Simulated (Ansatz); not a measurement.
BeO:
Space group P6₃mc (No. 186); a = 2.7085 Å, b = 2.7085 Å, c = 8.8230 Å, α = 90.00°, β = 90.00°, γ = 120.00°

| atom | site | symmetry | x | y | z |
|---|---|---|---|---|---|
| Be | 2a | 3m. | 0.0000 | 0.0000 | 0.0008 |
| Be | 2b | 3m. | 0.3333 | 0.6667 | 0.2502 |
| O | 2a | 3m. | 0.0000 | 0.0000 | 0.3124 |
| O | 2b | 3m. | 0.3333 | 0.6667 | 0.0623 |

Relaxed with PBE.

Decompose the optical modes at the zone centre into irreducible representations, and say which are infrared and Raman allowed.

Point group 6mm: Γ_opt = 3A1 + 4B1 + 3E1 + 4E2. Infrared: A1, E1. Raman: A1, E1, E2.

Assign frequencies (DFPT, DFT-PBE in the program Ansatz with PAW potentials; without the LO–TO term).

E2 228, E2 232, E1 326, B1 444, B1 449, E1 667, A1 677, E2 680, E2 689, A1 699, E1 699, A1 875, B1 988, B1 998 cm⁻¹.

Subscripts of B labels follow the axes of the standard setting.

Space group P6_3mc. The cell is a constructed one: a structure type filled with these elements. Its sites differ from those of the usual phase in this space group: another stacking or structure type. Symmetry was held in the PBE relaxation; phonons on a q-mesh show no instability.

Potentials: the later of the program's two PAW sets.
